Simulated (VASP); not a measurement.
Wanted: the native input for a VASP 6.6.1 run.

```yaml
Task: relaxation of cell and atoms
Functional: PBEsol
Potentials_or_basis: VASP PAW PBE potentials, release 64 (Cd, S)
Cutoff: 600 eV
k_mesh: 8 × 8 × 8
Occupations: gaussian, width 0.03 eV
Spin: no spin polarisation
Further_INCAR_settings: ALGO = Normal; EDIFF = 1e-07; IBRION = 2; EDIFFG = -0.005; NSW = 90; ISIF = 3
```

The structure of CdS (Hawleyite) lies in POSCAR:

```
CdS                                     
1.0
   -0.0000000000      2.9184609114      2.9184609114
    2.9184609114     -0.0000000000      2.9184609114
    2.9184609114      2.9184609114     -0.0000000000
  Cd              S             
     1     1
Direct
     1.0000000000000000    0.0000000000000000    0.0000000000000000
     0.2500000000000000    0.2500000000000000    0.2500000000000000
```

One way to write it, as run:

INCAR

```
SYSTEM = CdS
PREC = Accurate ; ENCUT = 600
EDIFF = 1E-7 ; ISMEAR = 0
SIGMA = 0.03 ; LREAL = .False.
LASPH = .True. ; NELM = 80
ALGO = Normal ; ISIF = 3
LWAVE = .False. ; LCHARG = .False.
GGA = PS ; IBRION = 2
NSW = 90 ; EDIFFG = -0.005
KPAR = 4
```

KPOINTS

```
regular mesh
0
Gamma
  8 8 8
  0 0 0
```

Potentials or basis: VASP PAW PBE potentials, release 64 (Cd, S).

Command:

```sh
$ cat potpaw_PBE.64/Cd/POTCAR potpaw_PBE.64/S/POTCAR > POTCAR
$ mpirun -np 4 vasp_std > vasp.out
```

Results of the run:

```yaml
Relaxed_volume: 24.84 Å³/atom
Relaxed_cell: a = 4.126 Å, b = 4.126 Å, c = 4.126 Å, α = 60.00°, β = 60.00°, γ = 60.00°
Space_group_after_relaxing_to_0.05_Å: F-43m (No. 216)
Energy_gained_by_relaxing: 0.0 meV/atom
Ionic_steps: 2
Pressure_after_relaxing: 0.0 GPa
Band_gap_on_the_k_mesh: 1.01 eV, direct
```

Caveat: the PAW data sets were made with another functional, which shifts forces and pressure a little.

Run time: 15 s on 4 MPI ranks on Intel(R) Xeon(R) Platinum 8488C (Sapphire Rapids) (shared host), peak memory 0.21 GiB a rank.
